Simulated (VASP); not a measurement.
Crystal: TiC.

```
Ti C
1.0
     3.04209    0.00000    0.00000
    -1.52104    2.63452    0.00000
     0.00000    0.00000    2.69797
Ti C
1 1
Direct
  0.00000 0.00000 0.50000
  0.33333 0.66667 0.00000
```

The cell was built by a generator and needn't be a form met in nature.

```yaml
Program: VASP 6.6.1
Task: relaxation of cell and atoms
Functional: vdW-DF
Potentials_or_basis: VASP PAW PBE potentials, release 64 (Ti_sv, C)
Cutoff: 600 eV
k_mesh: 10 × 10 × 10
Occupations: fermi-dirac, width 0.05 eV
Spin: no spin polarisation
```

At the start: pressure 6.5 GPa; volume 10.81 Å³/atom.

**Question.** How do energy, volume and symmetry change on relaxing?

**Answer.** Over 9 steps the energy falls by 6.9 meV/atom and the volume is 11.15 Å³/atom (+3.1 %); space group P-6m2 (No. 187, to 0.05 Å).

The path:
| step | energy change (eV) | largest force (eV/Å) | pressure (GPa) | volume (Å³) |
| --- | --- | --- | --- | --- |
| 1 | 0.0000 | 0.0001 | 6.54 | 21.62 |
| 2 | 0.0013 | 0.0000 | -6.14 | 23.03 |
| 3 | -0.0136 | 0.0001 | -0.27 | 22.30 |
| 4 | -0.0136 | 0.0001 | 0.15 | 22.27 |
| 5 | -0.0136 | 0.0001 | 0.20 | 22.28 |
| 6 | -0.0137 | 0.0000 | 0.11 | 22.29 |
| 7 | -0.0137 | 0.0000 | 0.11 | 22.30 |
| 8 | -0.0137 | 0.0000 | 0.12 | 22.30 |
| 9 | -0.0137 | 0.0000 | 0.09 | 22.29 |

Final structure:
```yaml
crystal:
  lattice:
    - [3.07521, 0.00000, 0.00000]
    - [-1.53760, 2.66320, 0.00000]
    - [0.00000, 0.00000, 2.72223]
  atoms:
    - { symbol: Ti, position: [0.00000, 0.00000, 0.50000] }
    - { symbol: C, position: [0.33333, 0.66667, 0.00000] }
```

Caveat: the PAW data sets were made with another functional, which shifts forces and pressure a little.
